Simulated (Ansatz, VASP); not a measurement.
One calculation of Au, two programs

```
Au
1.0
     0.00000    2.02416    2.02416
     2.02416    0.00000    2.02416
     2.02416    2.02416    0.00000
Au
1
Direct
  0.00000 0.00000 0.00000
```

Alike in both runs: functional LDA; k mesh 18 × 18 × 18; occupations gaussian, width 0.1 eV; no spin polarisation.

Ansatz relaxed the structure, and its values are those at the end. VASP's run is a single point on that final structure, the one shown.

|  | VASP | Ansatz |
| --- | --- | --- |
| version | VASP 6.6.1 | Ansatz 0.2.0 |
| potentials or method | VASP PAW LDA potentials, release 64 (Au) | scalar-relativistic, plane waves, PAW |
| plane-wave cutoff (eV) | 520 | 420 |
| valence electrons in the cell | 11 | 19 |

```tsv
	VASP	Ansatz	Ansatz less VASP
gap on the k mesh at the Fermi level (eV)	none	none	-
pressure (GPa)	0.5	0.0	-0.51
```

A gap of «none» marks a metal or a gap that the smearing closes. The two sets of potentials don't hold the same shells in valence.

Spin-orbit coupling is left out, which matters for the levels of Au.
